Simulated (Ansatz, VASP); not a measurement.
## Two plane-wave programs on C

```
C
1.0
     1.75432    0.00000    0.00000
     0.00000    1.75432    0.00000
     0.00000    0.00000    1.75432
C
1
Direct
  0.00000 0.00000 0.00000
```

Alike in both runs: functional PBE; k mesh 8 × 8 × 8; occupations gaussian, width 0.1 eV; no spin polarisation.

Ansatz relaxed the structure, and its values are those at the end. VASP's run is a single point on that final structure, the one shown.

```csv
,VASP,Ansatz
version,VASP 6.6.1,Ansatz 0.2.0
potentials or method,"VASP PAW PBE potentials, release 64 (C)","scalar-relativistic, plane waves, PAW"
plane-wave cutoff (eV),520,420
valence electrons in the cell,4,4
```

```tsv
	VASP	Ansatz	Ansatz less VASP
gap on the k mesh at the Fermi level (eV)	none	none	-
pressure (GPa)	0.2	0.0	-0.24
```

A gap of «none» marks a metal or a gap that the smearing closes.

Caveats: the k mesh is coarse (spacing up to 0.45 Å⁻¹), so the values aren't converged.
